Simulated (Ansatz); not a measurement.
**C: before and after**

Theory: DFT PBE, scalar-relativistic, plane waves, PAW in Ansatz. All cells share a 420 eV cutoff and Γ-centred k meshes spaced at most 0.3 Å⁻¹ (0.19 for metals, 2π included).

The start was the beta-tungsten (A15) type (Pm-3n, No. 223), relaxed within its symmetry. A cell of 8 atoms (1 times the primitive one) was then disturbed at random, relaxed without symmetry and relaxed once more on a fine mesh. For metals, differences of a few meV/atom aren't resolved. Weakly bound directions are ill-defined at this level, which has no dispersion term.

Before:

Space group Pm-3n (No. 223). a = 3.876 Å, b = 3.876 Å, c = 3.876 Å, α = 90.00°, β = 90.00°, γ = 90.00°
```csv
atom,site,symmetry,x,y,z
C,2a,m-3.,0.5000,0.5000,0.5000
C,6c,-4m.2,0.2500,0.0000,0.5000
```

After:

Space group P1 (No. 1). a = 3.832 Å, b = 3.854 Å, c = 4.805 Å, α = 101.38°, β = 109.18°, γ = 105.27°
```json
{"atom": "C", "site": "1a", "symmetry": "1", "x": "0.7330", "y": "0.6727", "z": "0.4998"}
{"atom": "C", "site": "1a", "symmetry": "1", "x": "0.9853", "y": "0.1826", "z": "0.3708"}
{"atom": "C", "site": "1a", "symmetry": "1", "x": "0.2763", "y": "0.9656", "z": "0.4305"}
{"atom": "C", "site": "1a", "symmetry": "1", "x": "0.6731", "y": "0.6990", "z": "0.7730"}
{"atom": "C", "site": "1a", "symmetry": "1", "x": "0.5355", "y": "0.0459", "z": "0.7828"}
{"atom": "C", "site": "1a", "symmetry": "1", "x": "0.6433", "y": "0.9672", "z": "0.3787"}
{"atom": "C", "site": "1a", "symmetry": "1", "x": "0.9496", "y": "0.5415", "z": "0.3105"}
{"atom": "C", "site": "1a", "symmetry": "1", "x": "0.7039", "y": "0.4255", "z": "0.9540"}
```

Q: Is this a distortion of the same structure or a reconstruction, and what lowers the energy?

A: A reconstruction, from Pm-3n (No. 223) to P1 (No. 1). C–C bonds form, at 1.37 Å where the closest pair was 1.94 Å apart; the metal becomes a semiconductor on the mesh (0.47 eV).

Q: What does it gain?

A: 3625 meV/atom, with the volume going from 7.28 to 7.68 Å³/atom.

This form isn't the element's structure at ambient conditions.